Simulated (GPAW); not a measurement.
Runs of GPAW 26.7.0 on WC (Qusongite). The structure is hexagonal, space group P-6m2 (No. 187). The conventional cell has a = 2.907 Å, b = 2.907 Å, c = 2.837 Å, α = 90.00°, β = 90.00°, γ = 120.00°. Around W (site symmetry -6m2) lie 6 C at 2.20 Å. C (site symmetry -6m2) is surrounded by 6 W at 2.20 Å. 

```csv
task,level,potentials or basis,U,cell,k mesh,cutoff (eV),maxiter,optimizer,fmax,max steps,target pressure,gap on the mesh (eV),pressure (GPa),relaxed volume (Å³/atom)
relaxation of cell and atoms,PBEsol,"PAW data sets generated in the run's folder for this functional, pw",-,relaxed to 30 GPa,8 × 8 × 7,800,150,BFGS,0.02 eV/Å,60,30 GPa,none,29.9,-
single point,LDA+U,"the program's PAW data sets (release 1.2.1) made for this functional, pw",W d U = 5.3 eV,as given,8 × 8 × 8,600,120,-,-,-,-,none,-5.8,-
relaxation of cell and atoms,PBEsol+D4,"PAW data sets generated in the run's folder for this functional, pw",-,relaxed,7 × 7 × 7,800,150,BFGS,0.02 eV/Å,40,-,none,0.0,(a)
band structure,LDA,"JTH PAW 2.0, LDA, pw",-,as given,7 × 7 × 7,800,150,-,-,-,-,-,(b),-
relaxation of cell and atoms,PBEsol,"PAW data sets generated in the run's folder for this functional, pw",-,relaxed,8 × 8 × 7,800,150,BFGS,0.02 eV/Å,60,-,none,0.0,10.27
relaxation of cell and atoms,TASK,"GPAW PAW data sets (gpaw-data 1.2.1), pw",-,relaxed,7 × 7 × 7,800,150,BFGS,0.02 eV/Å,40,-,none,0.0,10.56
relaxation of cell and atoms,PBEsol,"PAW data sets generated in the run's folder for this functional, pw",-,relaxed to 20 GPa,8 × 8 × 7,800,150,BFGS,0.02 eV/Å,60,20 GPa,none,19.9,-
relaxation of cell and atoms,PBEsol,"PAW data sets generated in the run's folder for this functional, pw",-,relaxed to 2 GPa,8 × 8 × 7,800,150,BFGS,0.02 eV/Å,60,2 GPa,none,2.0,-
relaxation of cell and atoms,PBEsol,"PAW data sets generated in the run's folder for this functional, pw",-,relaxed to 10 GPa,8 × 8 × 7,800,150,BFGS,0.02 eV/Å,60,10 GPa,none,9.9,-
relaxation of cell and atoms,PBEsol,"PAW data sets generated in the run's folder for this functional, pw",-,relaxed to 5 GPa,8 × 8 × 7,800,150,BFGS,0.02 eV/Å,60,5 GPa,none,5.0,-
```

Alike in all rows: no spin polarisation; smearing fermi-dirac 0.05 eV.

Question: Estimate the missing entries.

Answer: (a) 10.18; (b) -9.6.

Caveats: later steps reuse the first step's grids (some runs); the cutoff is short for stress and forces, so pressures can be off by a GPa or more (some runs); U without spin polarisation on a metal has little footing (some runs); the U is typed as a test and isn't derived for this compound (some runs); pairwise dispersion overbinds metals, which lowers pressure and volume (some runs); the program truncates these outside data sets (some runs); spin-orbit coupling is left out, which moves the levels of the heavy elements (some runs).

A k mesh can miss the band edges, and the runs leave out spin-orbit coupling on W.

A gap of «none» marks a metal or a gap under the smearing width.

Runs at the PBE level aren't shown here.
